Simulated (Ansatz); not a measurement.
TiPbO₃: the gap under strain

TiPbO₃, P4mm, a = 3.859 Å, c = 4.268 Å. The structure is a Materials Project entry; whether it is the stable form wasn't checked. Ansatz: PBEsol, PAW, 420 eV, Γ-centred 8×8×6 mesh on 5 atoms, Gaussian smearing 0.02 eV; no spin polarisation. Series: strain along c alone, the other axes held, atoms relaxed; x is the strain in per cent. The gap is sought over the whole zone.

| x (%) | gap y (eV) |
| --- | --- |
| -3.0 | ? |
| -2.0 | 1.660 |
| -1.0 | 1.679 |
| 0.0 | 1.698 |
| 1.0 | 1.717 |
| 2.0 | 1.735 |
| 3.0 | 1.753 |

**Question.** Fit y = E0 + c1 x + c2 x² to the other rows, give the deformation potential for this strain, and predict the missing gap.

**Answer.** Least squares on the rows shown. y = 1.6981 + 0.018789 x − 0.00016071 x². The deformation potential is 100 c1 = 1.88 eV per unit strain. At x = -3.0 the fit asked for gives 1.640 eV. The run gave 1.640 eV, the same to the digits shown.

Spin-orbit coupling is left out, which matters for the bands of heavy elements.